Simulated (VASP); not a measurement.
# CdS (Greenockite) (P6_3mc) in VASP: notebook

One crystal, CdS (Greenockite), is run at these levels: PBE, LDA; tasks: single point.

All numbers are computed with VASP 6.6.1; they aren't measurements. Logs are shortened: lines on timing, memory, paths and dates and some standing lists are left out, and cuts for length are marked.

**Experimental background.**

From “Isotope dependence of band-gap energy”, 2008, arxiv:0807.2152, for a bulk crystal of CdS: band gap 2.5809 ± 0.0002 eV.

How close the calculation comes is told below.

**1. The structure**

The structure is hexagonal, space group P6_3mc (No. 186). Conventional cell: a = 4.150 Å, b = 4.150 Å, c = 6.737 Å, α = 90.00°, β = 90.00°, γ = 120.00°. Around Cd (site symmetry 3m) lie 4 S at 2.53 to 2.54 Å. S (site symmetry 3m) has 4 Cd at 2.53 to 2.54 Å as nearest neighbours.

**2. Single point, PBE**

The input, INCAR:

```
PREC = Accurate
ENCUT = 520
EDIFF = 1E-6
ISMEAR = 0
SIGMA = 0.03
LREAL = F
LASPH = T
NELM = 80
ALGO = Normal
ISIF = 2
LWAVE = F
LCHARG = F
GGA = PE
```

The input, KPOINTS:

```
Automatic mesh
0
Gamma
  7 7 4
```

The input, POSCAR:

```
CdS
1.0
    4.1500000000      0.0000000000      0.0000000000
   -2.0750000000      3.5940054257      0.0000000000
    0.0000000000      0.0000000000      6.7370000000
Cd S
2 2
Direct
    0.6666666667      0.3333333333      0.5000000000
    0.3333333333      0.6666666667      0.0000000000
    0.6666666667      0.3333333333      0.8750000000
    0.3333333333      0.6666666667      0.3750000000
```

Potentials or basis: VASP PAW PBE potentials, release 64 (Cd, S).

On the command line:

```bash
> cat potpaw_PBE.64/Cd/POTCAR potpaw_PBE.64/S/POTCAR > POTCAR
> mpirun -np 1 vasp_std > vasp.out
```

OUTCAR:

```text
PREC = Accurate
   ENCUT = 520
   EDIFF = 1E-6
   ISMEAR = 0
   LREAL = F
   LASPH = T
   NELM = 80
   ISIF = 2
   GGA = PE

 ion  position               nearest neighbor table
   1  0.667  0.333  0.500-   3 2.53   4 2.54   4 2.54   4 2.54
   2  0.333  0.667  0.000-   4 2.53   3 2.54   3 2.54   3 2.54
   3  0.667  0.333  0.875-   1 2.53   2 2.54   2 2.54   2 2.54
   4  0.333  0.667  0.375-   2 2.53   1 2.54   1 2.54   1 2.54

  LATTYP: Found a hexagonal cell.
 ALAT       =     4.1500000000
 C/A-ratio  =     1.6233734940

  Lattice vectors:

 A1 = (   4.1500000000,   0.0000000000,   0.0000000000)
 A2 = (  -2.0750000000,   3.5940054257,   0.0000000000)
 A3 = (   0.0000000000,   0.0000000000,   6.7370000000)

Analysis of symmetry for initial positions (statically):
=====================================================================
 Subroutine PRICEL returns:
 Original cell was already a primitive cell.

 Routine SETGRP: Setting up the symmetry group for a
 hexagonal supercell.

 Subroutine GETGRP returns: Found 12 space group operations
 (whereof  6 operations were pure point group operations)
 out of a pool of 24 trial point group operations.

The static configuration has the point symmetry C_3v.
 The point group associated with its full space group is C_6v.

Analysis of symmetry for dynamics (positions and initial velocities):
=====================================================================
 Subroutine PRICEL returns:
 Original cell was already a primitive cell.

 Routine SETGRP: Setting up the symmetry group for a
 hexagonal supercell.

 Subroutine GETGRP returns: Found 12 space group operations
 (whereof  6 operations were pure point group operations)
 out of a pool of 24 trial point group operations.

The dynamic configuration has the point symmetry C_3v.
 The point group associated with its full space group is C_6v.

 Subroutine INISYM returns: Found 12 space group operations
 (whereof  6 operations are pure point group operations),
 and found     1 'primitive' translations

----------------------------------------------------------------------------------------

                                     Primitive cell

  volume of cell :     100.4832

  direct lattice vectors                    reciprocal lattice vectors
     4.150000000  0.000000000  0.000000000     0.240963855  0.139120547  0.000000000
    -2.075000000  3.594005426  0.000000000     0.000000000  0.278241094  0.000000000
     0.000000000  0.000000000  6.737000000     0.000000000  0.000000000  0.148434021

  length of vectors
     4.150000000  4.150000000  6.737000000     0.278241094  0.278241094  0.148434021

  position of ions in fractional coordinates (direct lattice)
     0.666666667  0.333333333  0.500000000
     0.333333333  0.666666667  0.000000000
     0.666666667  0.333333333  0.875000000
     0.333333333  0.666666667  0.375000000

  ion indices of the primitive-cell ions
   primitive index   ion index
                 1           1
                 2           2
                 3           3
                 4           4

----------------------------------------------------------------------------------------

 KPOINTS: Automatic mesh

Automatic generation of k-mesh.
 Grid dimensions read from file:
 generate k-points for:    7    7    4

 Generating k-lattice:

  Cartesian coordinates                     Fractional coordinates (reciprocal lattice)
     0.034423408  0.019874364  0.000000000     0.142857143  0.000000000  0.000000000
     0.000000000  0.039748728  0.000000000     0.000000000  0.142857143  0.000000000
     0.000000000  0.000000000  0.037108505     0.000000000  0.000000000  0.250000000

  Length of vectors
     0.039748728  0.039748728  0.037108505

  Shift w.r.t. Gamma in fractional coordinates (k-lattice)
     0.000000000  0.000000000  0.000000000

 Subroutine IBZKPT returns following result:
 ===========================================

 Found     24 irreducible k-points:

 Following reciprocal coordinates:
            Coordinates               Weight
  0.000000  0.000000  0.000000      1.000000
  0.142857 -0.000000  0.000000      6.000000
  0.285714 -0.000000  0.000000      6.000000
  0.428571 -0.000000  0.000000      6.000000
  0.142857  0.142857  0.000000      6.000000
  0.285714  0.142857  0.000000     12.000000
[... 16 lines left out ...]
  0.428571  0.142857  0.500000      6.000000
  0.285714  0.285714  0.500000      6.000000
   k-points           NKPTS =     24   k-points in BZ     NKDIM =     24   number of bands    NBANDS=     22
   number of dos      NEDOS =    301   number of ions     NIONS =      4
   total plane-waves  NPLWV =  51200
   dimension x,y,z NGX =    32 NGY =   32 NGZ =   50
   dimension x,y,z NGXF=    64 NGYF=   64 NGZF=  100
   ions per type =               2   2
   NGX,Y,Z   is equivalent  to a cutoff of  12.82, 12.82, 12.34 a.u.
   NGXF,Y,Z  is equivalent  to a cutoff of  25.64, 25.64, 24.68 a.u.
 SYSTEM =  unknown system
   PREC   = accura    normal or accurate (medium, high low for compatibility)
   ISTART =      0    job   : 0-new  1-cont  2-samecut
   ICHARG =      2    charge: 1-file 2-atom 10-const
   ISPIN  =      1    spin polarized calculation?
   LNONCOLLINEAR =      F non collinear calculations
   LSORBIT =      F    spin-orbit coupling
   LASPH  =      T    aspherical Exc in radial PAW
   ENCUT  =  520.0 eV  38.22 Ry    6.18 a.u.   7.72  7.72 12.53*2*pi/ulx,y,z
   NELM   =     80;   NELMIN=  2; NELMDL= -5     # of ELM steps
   EDIFF  = 0.1E-05   stopping-criterion for ELM
   LREAL  =      F    real-space projection
   EDIFFG = 0.1E-04   stopping-criterion for IOM
   NSW    =      0    number of steps for IOM
   IBRION =     -1    ionic relax: 0-MD 1-quasi-New 2-CG
   NFREE  =      0    steps in history (QN), initial steepest desc. (CG)
   ISIF   =      2    stress and relaxation
   ISYM   =      2    0-nonsym 1-usesym 2-fastsym
   POTIM  = 0.5000    time-step for ionic-motion
   TEBEG  =    0.0;   TEEND  =   0.0 temperature during run
   PSTRESS=    0.0 pullay stress
   NELECT =      36.0000    total number of electrons
   NUPDOWN=      -1.0000    fix difference up-down
   EMIN   =  10.00;   EMAX   =-10.00  energy-range for DOS
   EFERMI =   0.00;   METHOD = LEGACY
   ISMEAR =     0;   SIGMA  =   0.03  broadening in eV -4-tet -1-fermi 0-gaus
   EFERMI_NEDOS =   21; number of points for ismear=-14 and -15
   IALGO  =     38    algorithm
   IMIX   =      4    mixing-type and parameters
     AMIX     =   0.40;   BMIX     =  1.00
     AMIX_MAG =   1.60;   BMIX_MAG =  1.00
  volume/ion in A,a.u.               =      25.12       169.52
  Fermi-wavevector in a.u.,A,eV,Ry     =   1.162727  2.197236 18.394190  1.351935
  Thomas-Fermi vector in A             =   2.299285
   LORBIT       =      0    0 simple, 1 ext, 2 COOP (PROOUT), +10 PAW based schemes
   GGA     = PE    functional components
   LHFCALC =     F    Hartree Fock is set to
   AEXX    =    0.0000 exact exchange contribution
   IVDW    =     0    specifies the selected vdW correction
   LEPSILON=     F    determine dielectric tensor
   LRPA    =     F    only Hartree local field effects (RPA)
 non-spin polarized calculation
 Gauss-broadening in eV      SIGMA  =   0.03
  energy-cutoff  :      520.00
  volume of cell :      100.48
 maximum number of plane-waves:      2731
 NGX is ok and might be reduce to    32
   NGX = 15   NGY = 15   NGZ = 25

 number of electron      35.9999997 magnetization

 Free energy of the ion-electron system (eV)
  ---------------------------------------------------
  ext. energy  EPLUGINS =         0.00000000
  ---------------------------------------------------
  free energy    TOTEN  =       -12.26714803 eV

  energy without entropy =      -12.26714803  energy(sigma->0) =      -12.26714803

 E-fermi :   1.3727     XC(G=0):  -9.0853

 val. band max:        1.2059031739   @ k =   0.0000   0.0000   0.0000
 cond. band min:       2.4043033630   @ k =   0.0000   0.0000   0.0000
 fundamental gap:      1.1984001892
 Fermi energy:         1.3726961662

 k-point     1 :       0.0000    0.0000    0.0000
  band No.  band energies     occupation
      1     -11.0906      2.00000
      2     -10.6659      2.00000
      3      -6.4680      2.00000
      4      -6.4460      2.00000
      5      -6.4460      2.00000
      6      -6.3606      2.00000
[... 14 lines left out ...]
     21       7.6793      0.00000
     22       7.6793      0.00000

 k-point     2 :       0.1429   -0.0000    0.0000
  band No.  band energies     occupation
      1     -11.0216      2.00000
      2     -10.6365      2.00000
      3      -6.4429      2.00000
      4      -6.4190      2.00000
      5      -6.3955      2.00000
      6      -6.3282      2.00000
[... 14 lines left out ...]
     21       7.0924      0.00000
     22       7.9598      0.00000

 k-point     3 :       0.2857   -0.0000    0.0000
  band No.  band energies     occupation
      1     -10.8574      2.00000
      2     -10.5780      2.00000
      3      -6.3924      2.00000
      4      -6.3697      2.00000
      5      -6.2745      2.00000
      6      -6.2328      2.00000
[... 14 lines left out ...]
     21       6.6626      0.00000
     22       7.4951      0.00000
[... 476 lines left out ...]
 k-point    23 :       0.4286    0.1429    0.5000
  band No.  band energies     occupation
      1     -10.5935      2.00000
      2     -10.5935      2.00000
      3      -6.3109      2.00000
      4      -6.3109      2.00000
      5      -6.2492      2.00000
      6      -6.2492      2.00000
[... 14 lines left out ...]
     21       6.8437      0.00000
     22       6.8437      0.00000

 k-point    24 :       0.2857    0.2857    0.5000
  band No.  band energies     occupation
      1     -10.5833      2.00000
      2     -10.5833      2.00000
      3      -6.2872      2.00000
      4      -6.2872      2.00000
      5      -6.2529      2.00000
      6      -6.2529      2.00000
[... 14 lines left out ...]
     21       7.2241      0.00000
     22       7.2241      0.00000

------------------------ aborting loop because EDIFF is reached ----------------------------------------

  FORCE on cell =-STRESS in cart. coord.  units (eV):
  Direction    XX          YY          ZZ          XY          YZ          ZX
  --------------------------------------------------------------------------------------
  -------------------------------------------------------------------------------------
  Total        1.3768454      1.3768454      1.7889216      0.0000000      0.0000000      0.0000000
  in kB       21.9534308     21.9534308     28.5238751      0.0000000      0.0000000      0.0000000
  external PRESSURE =      24.1435789 kB  Pullay stress =       0.0000000 kB

 VOLUME and BASIS-vectors are now :
 -----------------------------------------------------------------------------
  energy-cutoff  :      520.00
  volume of cell :      100.48
      direct lattice vectors                 reciprocal lattice vectors
     4.150000000  0.000000000  0.000000000     0.240963855  0.139120547  0.000000000
    -2.075000000  3.594005426  0.000000000     0.000000000  0.278241094  0.000000000
     0.000000000  0.000000000  6.737000000     0.000000000  0.000000000  0.148434021

 POSITION                                       TOTAL-FORCE (eV/Angst)
 -----------------------------------------------------------------------------------
      2.07500      1.19800      3.36850         0.000000     -0.000000     -0.069318
     -0.00000      2.39600      0.00000        -0.000000     -0.000000     -0.069318
      2.07500      1.19800      5.89487        -0.000000     -0.000000      0.069318
     -0.00000      2.39600      2.52637         0.000000      0.000000      0.069318
 -----------------------------------------------------------------------------------
    total drift:                               -0.000000     -0.000000     -0.000613

  FREE ENERGIE OF THE ION-ELECTRON SYSTEM (eV)
  ---------------------------------------------------
  free  energy   TOTEN  =       -12.2671480272 eV

  energy  without entropy=      -12.2671480272  energy(sigma->0) =      -12.26714803
```

It took 44 s on 1 thread of Intel Xeon Platinum 8259CL at 2.50GHz (Skylake/Cascade Lake), shared host; peak memory 0.23 GiB.

What came out:

* Free energy: -12.2671 eV
* Pressure: 2.4 GPa
* Largest force: 0.069 eV/Å
* Band gap on the k mesh: 1.20 eV, direct

Forces on the atoms (eV/Å):
```
Cd   0.000  0.000 -0.069
Cd   0.000  0.000 -0.069
S    0.000  0.000  0.069
S    0.000  0.000  0.069
```

**3. Single point, LDA (grid = ENCUT=650 dk=0.35 cell=2x2x1 ISMEAR=0 SIGMA=0.05 LREAL=Auto EDIFF=1e-06)**

The input, INCAR:

```
ALGO = Fast ; EDIFF = 1E-6
ENCUT = 650 ; ISIF = 2
ISMEAR = 0 ; LASPH = T
LCHARG = F ; LREAL = Auto
LWAVE = F ; NBANDS = 80
NELM = 120 ; PREC = Accurate
SIGMA = 0.05
```

The input, KPOINTS:

```
k-points
0
Gamma
  3 3 3
```

The input, POSCAR:

```
CdS
1.0
    8.3000000000      0.0000000000      0.0000000000
   -4.1500000000      7.1880108514      0.0000000000
    0.0000000000      0.0000000000      6.7370000000
S Cd
8 8
Direct
    0.3333333334      0.1666666666      0.5000000000
    0.3333333334      0.6666666666      0.8750000000
    0.8333333333      0.1666666666      0.8750000000
    0.8333333333      0.6666666666      0.8750000000
    0.1666666666      0.3333333334      0.3750000000
    0.1666666666      0.8333333333      0.3750000000
    0.6666666666      0.3333333334      0.3750000000
    0.6666666666      0.8333333333      0.3750000000
    0.3333333334      0.6666666666      0.5000000000
    0.8333333333      0.1666666666      0.5000000000
    0.8333333333      0.6666666666      0.5000000000
    0.1666666666      0.3333333334      0.0000000000
    0.1666666666      0.8333333333      0.0000000000
    0.6666666666      0.3333333334      0.0000000000
    0.6666666666      0.8333333333      0.0000000000
    0.3333333334      0.1666666666      0.8750000000
```

Potentials or basis: VASP PAW LDA potentials, release 64 (S, Cd).

On the command line:

```bash
> cat potpaw_LDA.64/S/POTCAR potpaw_LDA.64/Cd/POTCAR > POTCAR
> mpirun -np 1 vasp_std > vasp.out
```

Wall time 5.1 min (1 thread of Intel Xeon Platinum 8375C at 2.90GHz (Ice Lake), shared host); peak memory 0.53 GiB.

The run converged, but some of its settings lie outside the range that counts as converged, so its numbers aren't taken as properties of the crystal.

What came out:

```
Free energy            : -52.9539 eV
Pressure               : -0.8 GPa
Largest force          : 1.746 eV/Å
Band gap on the k mesh : none (metal or under the smearing width)
```

**4. The reference run**

An earlier run on the cell as given: functional PBEsol; potentials or basis VASP PAW PBE potentials, release 64 (Cd, S); cutoff 520 eV; k mesh 7 × 7 × 4; occupations fermi-dirac, width 0.05 eV; no spin polarisation.

* Pressure: -0.6 GPa
* Largest force: 0.067 eV/Å
* Band gap on the k mesh: 1.06 eV, direct

**5. Comparison with measurements**

Step 2. Against the measured gap of CdS, 2.5809 eV (quoted in “Isotope dependence of band-gap energy”, 2008, arxiv:0807.2152), the calculated 1.20 eV is off by -1.38 eV. So large a miss can be the level of theory's own, or it may mean another phase, state or a wrong row. Spin-orbit coupling on Cd is left out. The value is that of PBE, without temperature or zero-point motion. Semilocal functionals fall short of measured gaps as a rule.
